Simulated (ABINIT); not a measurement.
# Sn in ABINIT: the effect of functional

Crystal: Sn.

```
Sn
1.0
     0.00000    3.23334    3.23334
     3.23334    0.00000    3.23334
     3.23334    3.23334    0.00000
Sn
2
Cartesian
  4.8500 4.8500 4.8500
  3.2333 3.2333 3.2333
```

This isn't the form of Sn at room conditions, which is tetragonal (white tin).

Alike in all runs:

```yaml
Program: ABINIT 10.8.3 (patched build)
Task: single point
Potentials_or_basis: JTH PAW PBE v2.0
Cutoff: 707 eV
k_mesh: 7 × 7 × 7
Occupations: fermi-dirac, width 0.05 eV
Spin: no spin polarisation
```

```csv
functional,pressure (GPa)
LDA,-0.2
PBEsol,1.2
RPBE,4.9
BLYP,?
AM05,1.5
r2SCAN,2.0
SCAN,1.6
revPBE,4.5
PW91,3.3
WC,1.2
```

Question: What does the run with functional BLYP give?

Answer: Pressure 6.1 GPa.

Caveats: the PAW data sets were made with another functional, which shifts forces and pressure a little.

Runs at the PBE level aren't shown here.
